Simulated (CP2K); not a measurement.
# N (P4_2/mnm) in CP2K: settings compared

Aim: see how the results for N move with the level of theory and the settings. Levels: PBE, PBE+D2, PBE+D3, PBE+D3(BJ). Tasks: single point.

Everything below comes from runs of CP2K 2026.2. Logs are shortened: lines on timing, memory, paths and dates and some standing lists are left out, and cuts for length are marked.

**1. The crystal as given**

The structure is tetragonal, space group P4_2/mnm (No. 136). Conventional cell: a = 4.084 Å, b = 4.084 Å, c = 5.346 Å, α = 90.00°, β = 90.00°, γ = 90.00°. N (site symmetry m2m) is surrounded by 1 N at 1.11 Å.

**2. Single point, PBE**

File n_scf.inp:

```
&GLOBAL
  PROJECT n_scf
  RUN_TYPE ENERGY_FORCE
  PRINT_LEVEL LOW
&END GLOBAL
&FORCE_EVAL
  METHOD QS
  STRESS_TENSOR ANALYTICAL
  &DFT
    BASIS_SET_FILE_NAME BASIS_MOLOPT_UZH
    POTENTIAL_FILE_NAME POTENTIAL_UZH
    &MGRID
      CUTOFF 450
      REL_CUTOFF 60
      NGRIDS 4
    &END MGRID
    &QS
      METHOD GPW
      EPS_DEFAULT 1.0E-9
    &END QS
    &KPOINTS
      SCHEME MONKHORST-PACK 7 7 5
      GAMMA_CENTERED T
      SYMMETRY T
      SYMMETRY_BACKEND SPGLIB
    &END KPOINTS
    &SCF
      SCF_GUESS ATOMIC
      EPS_SCF 1.0E-6
      MAX_SCF 100
      ADDED_MOS 14
      CHOLESKY OFF
      EPS_EIGVAL 1.0E-7
      &DIAGONALIZATION ON
        ALGORITHM STANDARD
      &END DIAGONALIZATION
      &MIXING ON
        METHOD BROYDEN_MIXING
        ALPHA 0.4
        BETA 1.5
        NBUFFER 8
      &END MIXING
      &SMEAR ON
        METHOD FERMI_DIRAC
        ELECTRONIC_TEMPERATURE [K] 580.226
      &END SMEAR
    &END SCF
    &XC
      &XC_FUNCTIONAL PBE
      &END XC_FUNCTIONAL
    &END XC
    &PRINT
      &KPOINTS ON
      &END KPOINTS
      &MULLIKEN ON
      &END MULLIKEN
      &MO ON
        ENERGIES T
        OCCUPATION_NUMBERS T
        &EACH
          QS_SCF 0
        &END EACH
        ADD_LAST NUMERIC
      &END MO
    &END PRINT
  &END DFT
  &SUBSYS
    &CELL
      A 4.0840619700 0.0000000000 0.0000000000
      B 0.0000000000 4.0840619700 0.0000000000
      C 0.0000000000 0.0000000000 5.3459132500
      PERIODIC XYZ
    &END CELL
    &COORD
      SCALED
      N   0.4042752000 0.5957248000 0.5000000000
      N   0.0957248000 0.0957248000 0.0000000000
      N   0.5957248000 0.4042752000 0.5000000000
      N   0.9042752000 0.9042752000 0.0000000000
    &END COORD
    &KIND N
      BASIS_SET TZVP-MOLOPT-PBE-GTH-q5
      POTENTIAL GTH-PBE-q5
    &END KIND
    &PRINT
      &ATOMIC_COORDINATES ON
      &END ATOMIC_COORDINATES
      &CELL ON
      &END CELL
      &SYMMETRY ON
      &END SYMMETRY
    &END PRINT
  &END SUBSYS
  &PRINT
    &FORCES ON
    &END FORCES
    &STRESS_TENSOR ON
    &END STRESS_TENSOR
  &END PRINT
&END FORCE_EVAL
```

Potentials or basis: POTENTIAL_UZH N GTH-PBE-q5; TZVP-MOLOPT-PBE-GTH basis.

Started as:

```sh
$ OMP_NUM_THREADS=1 cp2k.psmp -i n_scf.inp -o n_scf.out
```

n_scf.out:

```text

 CP2K| version string:                                       CP2K version 2026.2
 CP2K| Input file name                                                 n_scf.inp

 GLOBAL| Force Environment number                                              1
 GLOBAL| Basis set file name                                    BASIS_MOLOPT_UZH
 GLOBAL| Potential file name                                       POTENTIAL_UZH
 GLOBAL| MM Potential file name                                     MM_POTENTIAL
 GLOBAL| Coordinate file name                                      __STD_INPUT__
 GLOBAL| Method name                                                        CP2K
 GLOBAL| Project name                                                      n_scf
 GLOBAL| Run type                                                   ENERGY_FORCE
 GLOBAL| FFT library                                                       FFTW3
 GLOBAL| Diagonalization library                                       ScaLAPACK
 GLOBAL| Cholesky decomposition library                                ScaLAPACK
 GLOBAL| DGEMM library                                                      BLAS
 GLOBAL| Direct generalized diagonalization requested                          F
 GLOBAL| Matrix multiplication library                                 ScaLAPACK
 GLOBAL| Global print level                                                  LOW
 GLOBAL| Total number of message passing processes                             1
 GLOBAL| Number of threads for this process                                    1
 GLOBAL| CPU model name                                                  UNKNOWN

 CELL| Volume [angstrom^3]:                                            89.167492
 CELL| Vector a [angstrom]:       4.084     0.000     0.000   |a| =     4.084062
 CELL| Vector b [angstrom]:       0.000     4.084     0.000   |b| =     4.084062
 CELL| Vector c [angstrom]:       0.000     0.000     5.346   |c| =     5.345913
 CELL| Angle (b,c), alpha [degree]:                                    90.000000
 CELL| Angle (a,c), beta  [degree]:                                    90.000000
 CELL| Angle (a,b), gamma [degree]:                                    90.000000
 CELL| Numerically orthorhombic:                                             YES
 CELL| Periodicity                                                           XYZ

 CELL_REF| Volume [angstrom^3]:                                        89.167492
 CELL_REF| Vector a [angstrom     4.084     0.000     0.000   |a| =     4.084062
 CELL_REF| Vector b [angstrom     0.000     4.084     0.000   |b| =     4.084062
 CELL_REF| Vector c [angstrom     0.000     0.000     5.346   |c| =     5.345913
 CELL_REF| Angle (b,c), alpha [degree]:                                90.000000
 CELL_REF| Angle (a,c), beta  [degree]:                                90.000000
 CELL_REF| Angle (a,b), gamma [degree]:                                90.000000
 CELL_REF| Numerically orthorhombic:                                         YES
 CELL_REF| Periodicity                                                       XYZ

[... 8 lines left out ...]
 TOTAL NUMBERS AND MAXIMUM NUMBERS

  Total number of            - Atomic kinds:                                   1
                             - Atoms:                                          4
                             - Shell sets:                                     4
                             - Shells:                                        28
                             - Primitive Cartesian functions:                 20
                             - Cartesian basis functions:                     72
                             - Spherical basis functions:                     68

  Maximum angular momentum of- Orbital basis functions:                        2
                             - Local part of the GTH pseudopotential:          2
                             - Non-local part of the GTH pseudopotential:      0

 MODULE QUICKSTEP: ATOMIC COORDINATES IN ANGSTROM

   Atom Kind Element         X             Y             Z       Z(eff)     Mass
      1    1 N     7      1.651085      2.432977      2.672957   5.0000  14.0067
      2    1 N     7      0.390946      0.390946      0.000000   5.0000  14.0067
      3    1 N     7      2.432977      1.651085      2.672957   5.0000  14.0067
      4    1 N     7      3.693116      3.693116      0.000000   5.0000  14.0067

 Crystal Symmetry Information
       International Symbol:                                            P4_2/mnm
       Point Group Symbol:                                                 4/mmm
       Schoenflies Symbol:                                                D4h^14
       Number of Symmetry Operations:                                         16

 SCF PARAMETERS         Density guess:                                    ATOMIC
[... 9 lines left out ...]
                        --------------------------------------------------------
                        level_shift [a.u.]:                             0.000000
                        added MOs                                        14    0
                        --------------------------------------------------------
                        Mixing method:                            BROYDEN_MIXING
[... 11 lines left out ...]
 *******************************************************************************
 BRILLOUIN| K-point scheme                                        Monkhorst-Pack
 BRILLOUIN| K-Point grid                                             7    7    5
 BRILLOUIN| Gamma-centered k-point mesh                                     ON
 BRILLOUIN| K-point symmetry accuracy                               0.100000E-05
 BRILLOUIN| K-Point point group symmetrization                                ON
 BRILLOUIN| Symmetry backend                                             SPGLIB
 BRILLOUIN| Symmetry reduction method                                    SPGLIB
 BRILLOUIN| Wavefunction type                                            COMPLEX
 BRILLOUIN| List of Kpoints [2 Pi/Bohr]                                       30
 BRILLOUIN| Number           Weight            X              Y              Z
 BRILLOUIN|     1           0.03265       -0.42857       -0.42857       -0.40000
 BRILLOUIN|     2           0.03265       -0.42857       -0.42857       -0.20000
 BRILLOUIN|     3           0.01633       -0.42857       -0.42857        0.00000
 BRILLOUIN|     4           0.06531       -0.42857       -0.28571       -0.40000
 BRILLOUIN|     5           0.06531       -0.42857       -0.28571       -0.20000
 BRILLOUIN|     6           0.03265       -0.42857       -0.28571        0.00000
[... 22 lines left out ...]
 BRILLOUIN|    29           0.00816        0.00000        0.00000       -0.20000
 BRILLOUIN|    30           0.00408        0.00000        0.00000        0.00000
 *******************************************************************************

 Extrapolation method: initial_guess

 Number of electrons:                                                         20
 Number of occupied orbitals:                                                 10
 Number of molecular orbitals:                                                24

 Number of orbital functions:                                                 68
 Number of independent orbital functions:                                     68

 SCF WAVEFUNCTION OPTIMIZATION

  Step     Update method      Time    Convergence         Total energy    Change
  ------------------------------------------------------------------------------
     1 NoMix/Diag. 0.40E+00    0.5     0.74072771       -39.2818695592 -3.93E+01
     2 Broy./Diag. 0.40E+00    0.5     0.02887769       -37.6714531578  1.61E+00
     3 Broy./Diag. 0.40E+00    0.5     0.05537703       -39.0455091542 -1.37E+00
     4 Broy./Diag. 0.40E+00    0.5     0.00269775       -39.7689289411 -7.23E-01
     5 Broy./Diag. 0.40E+00    0.5     0.00410539       -39.7266908480  4.22E-02
     6 Broy./Diag. 0.40E+00    0.5     0.00226526       -39.7775299771 -5.08E-02
     7 Broy./Diag. 0.40E+00    0.5     0.00060909       -39.8000608422 -2.25E-02
     8 Broy./Diag. 0.40E+00    0.5     0.00030993       -39.8062993673 -6.24E-03
     9 Broy./Diag. 0.40E+00    0.5     0.00007187       -39.8062127338  8.66E-05
    10 Broy./Diag. 0.40E+00    0.5     0.00020057       -39.8059280922  2.85E-04
    11 Broy./Diag. 0.40E+00    0.5     0.00003948       -39.8060721326 -1.44E-04
    12 Broy./Diag. 0.40E+00    0.5     0.00001761       -39.8062498996 -1.78E-04
    13 Broy./Diag. 0.40E+00    0.5     0.00000098       -39.8062612428 -1.13E-05

  *** SCF run converged in    13 steps ***

  Electronic density on regular grids:        -19.9999999989        0.0000000011
  Core density on regular grids:               19.9999999925       -0.0000000075
  Total charge density on r-space grids:       -0.0000000064
  Total charge density g-space grids:          -0.0000000064

  Overlap energy of the core charge distribution:               0.00000462023646
  Self energy of the core charge distribution:                -99.39004574600648
  Core Hamiltonian energy:                                     28.46113021403820
  Hartree energy:                                              40.92233316765254
  Exchange-correlation energy:                                 -9.79968349872868
  Electronic entropic energy:                                  -0.00000000000000
  Fermi energy:                                                -0.10188194069673

  Total energy:                                               -39.80626124280796
  Total energy (extrapolated to T->0):                        -39.80626124280796

 MO| EIGENVALUES AND OCCUPATION NUMBERS FOR K POINT 1
 MO|
 MO|  Index      Eigenvalue [a.u.]        Eigenvalue [eV]             Occupation
 MO|      1              -0.893149             -24.303818               2.000000
 MO|      2              -0.893113             -24.302853               2.000000
 MO|      3              -0.356184              -9.692258               2.000000
 MO|      4              -0.355858              -9.683386               2.000000
 MO|      5              -0.284789              -7.749501               2.000000
 MO|      6              -0.283043              -7.702003               2.000000
[... 16 lines left out ...]
 MO|     23               0.671592              18.274947               0.000000
 MO|     24               0.671761              18.279548               0.000000
 MO| Sum:                                                              20.000000
 MO| E(Fermi):           -0.101882 a.u.         -2.772349 eV
[... 381 lines left out ...]
 MO|      5              -0.285051              -7.756635               2.000000
 MO|      6              -0.277781              -7.558817               2.000000
[... 16 lines left out ...]
 MO|     23               0.599214              16.305448               0.000000
 MO|     24               0.677038              18.423139               0.000000
 MO| Sum:                                                              20.000000
 MO| E(Fermi):           -0.101882 a.u.         -2.772349 eV
 MO| Band gap:            0.291638 a.u.          7.935872 eV

 [... the levels of further k-points ...]

 !-----------------------------------------------------------------------------!
                     Mulliken Population Analysis

 #  Atom  Element  Kind  Atomic population                           Net charge
       1     N        1          5.000000                              0.000000
       2     N        1          5.000000                              0.000000
       3     N        1          5.000000                             -0.000000
       4     N        1          5.000000                             -0.000000
 # Total charge                             20.000000                 -0.000000

 !-----------------------------------------------------------------------------!

 ENERGY| Total FORCE_EVAL ( QS ) energy [hartree]            -39.806247603558077

 FORCES| Atomic forces [hartree/bohr]
 FORCES|   Atom     x               y               z               |f|
 FORCES|      1 -1.94908626E-03  1.94908660E-03 -9.42682135E-10   2.75642446E-03
 FORCES|      2  1.94908633E-03  1.94908633E-03  9.31311797E-10   2.75642433E-03
 FORCES|      3  1.94908660E-03 -1.94908626E-03 -9.40754090E-10   2.75642446E-03
 FORCES|      4 -1.94908640E-03 -1.94908640E-03  9.25678847E-10   2.75642442E-03
 FORCES| Sum     2.67759592E-10  2.67567302E-10 -2.64455815E-11
 FORCES| Total atomic force                                       3.79455964E-10

 STRESS| Analytical stress tensor [bar]
 STRESS|                        x                   y                   z
 STRESS|      x        8.62310896286E+03  -6.59234072332E-05  -5.98900572863E-05
 STRESS|      y       -6.59234072332E-05   8.62310896285E+03  -6.07223314316E-05
 STRESS|      z       -5.98900572863E-05  -6.07223314316E-05   5.21603191001E+03
 STRESS| 1/3 Trace                                             7.48741661191E+03
 STRESS| Determinant                                           3.87853743460E+11

 STRESS| Eigenvectors and eigenvalues of the analytical stress tensor [bar]
 STRESS|                        1                   2                   3
 STRESS| Eigenvalues   5.21603191001E+03   8.62310889693E+03   8.62310902878E+03
 STRESS|      x           0.000000017578      0.707088148108      0.707125413774
 STRESS|      y           0.000000017822      0.707125413774     -0.707088148108
 STRESS|      z           1.000000000000     -0.000000025032      0.000000000172
```

Wall time 7.5 s (1 thread of Arm Neoverse V2, shared host); peak memory 0.29 GiB.

What came out:

```yaml
Free_energy: -1083.1831 eV
Pressure: 0.7 GPa
Largest_force: 0.142 eV/Å
Band_gap_on_the_k_mesh: 7.00 eV, indirect (least direct gap 7.18 eV)
```

Forces in eV/Å, atoms in the order of the input:
```
N   -0.100  0.100  0.000
N    0.100  0.100  0.000
N    0.100 -0.100  0.000
N   -0.100 -0.100  0.000
```

Caveat: an odd mesh through Γ misses points on the zone boundary, where band edges often lie; the basis of atomic orbitals isn't converged, which shifts pressures, moduli and gaps.

**3. Single point, PBE+D2**

n_scf.inp, as its differences from that of step 2:

```diff
@@ -50,2 +50,10 @@
       &END XC_FUNCTIONAL
+      &VDW_POTENTIAL
+        POTENTIAL_TYPE PAIR_POTENTIAL
+        &PAIR_POTENTIAL
+          TYPE DFTD2
+          REFERENCE_FUNCTIONAL PBE
+          R_CUTOFF 20
+        &END PAIR_POTENTIAL
+      &END VDW_POTENTIAL
     &END XC
```

Potentials or basis: POTENTIAL_UZH N GTH-PBE-q5; TZVP-MOLOPT-PBE-GTH basis.

Started as:

```sh
$ OMP_NUM_THREADS=1 cp2k.psmp -i n_scf.inp -o n_scf.out
```

Run time: 7.5 s. Hardware: 1 thread of Arm Neoverse V2, shared host; peak memory 0.3 GiB.

The run converged. Its results:

```yaml
Free_energy: -1083.3446 eV
Pressure: 0.2 GPa
Largest_force: 0.161 eV/Å
Band_gap_on_the_k_mesh: 7.00 eV, indirect (least direct gap 7.18 eV)
```

Forces on the atoms (eV/Å):
```
N   -0.114  0.114  0.000
N    0.114  0.114  0.000
N    0.114 -0.114  0.000
N   -0.114 -0.114  0.000
```

Stress tensor (GPa, compression positive):
```
 0.30  0.00  0.00
 0.00  0.30  0.00
 0.00  0.00 -0.08
```

Levels at points of the mesh, in eV from the valence-band top:
| k point | band 6 | band 7 | band 8 | band 9 | band 10 | band 11 | band 12 | band 13 | band 14 | band 15 |
| --- | --- | --- | --- | --- | --- | --- | --- | --- | --- | --- |
| (0.00, 0.00, 0.00) | -1.31 | -1.31 | -1.22 | -0.98 | -0.18 | 7.00 | 7.88 | 8.25 | 8.25 | 12.67 |

Caveat: an odd mesh through Γ misses points on the zone boundary, where band edges often lie; the basis of atomic orbitals isn't converged, which shifts pressures, moduli and gaps.

**4. Single point, PBE+D3**

n_scf.inp, as its differences from that of step 3:

```diff
@@ -53,4 +53,5 @@
         &PAIR_POTENTIAL
-          TYPE DFTD2
+          TYPE DFTD3
           REFERENCE_FUNCTIONAL PBE
+          PARAMETER_FILE_NAME dftd3.dat
           R_CUTOFF 20
```

Started as:

```sh
$ OMP_NUM_THREADS=1 cp2k.psmp -i n_scf.inp -o n_scf.out
```

It took 7.7 s on 1 thread of Arm Neoverse V2, shared host; peak memory 0.31 GiB.

Results (log left out):

| Item | Value |
| --- | --- |
| Free energy | -1083.3861 eV |
| Pressure | 0.3 GPa |
| Largest force | 0.141 eV/Å |
| Band gap on the k mesh | 7.00 eV, indirect (least direct gap 7.18 eV) |

Forces on the atoms (eV/Å):
```
N   -0.100  0.100  0.000
N    0.100  0.100  0.000
N    0.100 -0.100  0.000
N   -0.100 -0.100  0.000
```

Stress tensor (GPa, compression positive):
```
0.38 0.00 0.00
0.00 0.38 0.00
0.00 0.00 0.07
```

Levels at points of the mesh, in eV from the valence-band top:
```csv
k point,band 8,band 9,band 10,band 11,band 12,band 13
"(0.00, 0.00, 0.00)",-1.22,-0.98,-0.18,7.00,7.88,8.25
```

Caveat: an odd mesh through Γ misses points on the zone boundary, where band edges often lie; the basis of atomic orbitals isn't converged, which shifts pressures, moduli and gaps. PBE gaps usually lie below the measured ones, often by a third to a half.

**5. Single point, PBE+D3(BJ)**

n_scf.inp, as its differences from that of step 4:

```diff
@@ -53,3 +53,3 @@
         &PAIR_POTENTIAL
-          TYPE DFTD3
+          TYPE DFTD3(BJ)
           REFERENCE_FUNCTIONAL PBE
```

Started as:

```sh
$ OMP_NUM_THREADS=1 cp2k.psmp -i n_scf.inp -o n_scf.out
```

Wall time 7.6 s (1 thread of Arm Neoverse V2, shared host); peak memory 0.31 GiB.

It converged, with:

- Free energy: -1083.4044 eV
- Pressure: 0.2 GPa
- Largest force: 0.150 eV/Å
- Band gap on the k mesh: 7.00 eV, indirect (least direct gap 7.18 eV)

Forces in eV/Å, atoms in the order of the input:
```
N   -0.106  0.106  0.000
N    0.106  0.106  0.000
N    0.106 -0.106  0.000
N   -0.106 -0.106  0.000
```

Stress tensor (GPa, compression positive):
```
 0.33  0.00  0.00
 0.00  0.33  0.00
 0.00  0.00 -0.03
```

Levels at points of the mesh, in eV from the valence-band top:
```tsv
k point	band 8	band 9	band 10	band 11	band 12	band 13
(0.00, 0.00, 0.00)	-1.22	-0.98	-0.18	7.00	7.88	8.25
```

Caveat: an odd mesh through Γ misses points on the zone boundary, where band edges often lie; the basis of atomic orbitals isn't converged, which shifts pressures, moduli and gaps.

**6. Summary**

```tsv
level	cutoff radius of the dispersion sum (A)	gap on the mesh (eV)	pressure (GPa)	largest force (eV/Å)
PBE	-	7.00	0.7	0.14
PBE+D2	20	7.00	0.2	0.16
PBE+D3	20	7.00	0.3	0.14
PBE+D3(BJ)	20	7.00	0.2	0.15
```

Alike in all rows: task single point; potentials or basis POTENTIAL_UZH N GTH-PBE-q5; TZVP-MOLOPT-PBE-GTH basis; no spin polarisation; cell as given; k mesh 7 × 7 × 5; smearing fermi-dirac 0.05 eV.

Caveats: an odd mesh through Γ misses points on the zone boundary, where band edges often lie; the basis of atomic orbitals isn't converged, which shifts pressures, moduli and gaps.

Absolute energies hang on the potentials; compare differences alone.
